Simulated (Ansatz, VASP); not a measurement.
## One calculation of Tl, two programs

The input INCAR:

```
SYSTEM = Tl
PREC = Accurate
ENCUT = 520
EDIFF = 1E-6
ISMEAR = -1
SIGMA = 0.1
LREAL = .FALSE.
LASPH = .TRUE.
NELM = 80
ALGO = Normal
ISIF = 2
LWAVE = .FALSE.
LCHARG = .FALSE.
GGA = RE
NBANDS = 12
```

The input KPOINTS:

```
Automatic mesh
0
G
  12 12 12
  0 0 0
```

Contents of POSCAR:

```
Tl
1.0
    0.0000000000      2.5082493623      2.5082493623
    2.5082493623      0.0000000000      2.5082493623
    2.5082493623      2.5082493623      0.0000000000
Tl
1
Direct
    0.0000000000      0.0000000000      0.0000000000
```

Input for Ansatz:

```yaml
crystal:
  lattice:
    - [0.0, 2.5082493623, 2.5082493623]
    - [2.5082493623, 0.0, 2.5082493623]
    - [2.5082493623, 2.5082493623, 0.0]
  atoms:
    - { symbol: Tl, position: [0.0, 0.0, 0.0] }
hamiltonian:
  xc: revpbe
  pseudopotentials:
    kind: paw
    azcp:
      Tl: "pseudopotentials/Tl.paw.azcp"
basis:
  ecutwfc: 420
  fft_grid_basis: typed
kpoints:
  mp_grid: { grid: [12, 12, 12], shift: [0, 0, 0] }
magnetization:
  spin_polarized: false
scf:
  occupations: { method: fermi_dirac, width: 0.1 }
  lower_state_search: "off"
output:
  stress: true
```

Alike in both runs: task single point; functional revPBE; k mesh 12 × 12 × 12; occupations fermi-dirac, width 0.1 eV; no spin polarisation.

|  | VASP | Ansatz |
| --- | --- | --- |
| version | VASP 6.6.1 | Ansatz 0.2.0 |
| potentials or method | VASP PAW PBE potentials, release 64 (Tl_d) | plane waves (420 eV) with PAW, scalar-relativistic |
| plane-wave cutoff (eV) | 520 | 420 |
| valence electrons in the cell | 13 | 13 |

|  | VASP | Ansatz | Ansatz less VASP |
| --- | --- | --- | --- |
| pressure (GPa) | 0.9 | 0.9 | +0.06 |

Caveats: the PAW data sets were made with another functional, which shifts forces and pressure a little (VASP). The runs have no spin-orbit coupling, so splittings on Tl are missing.
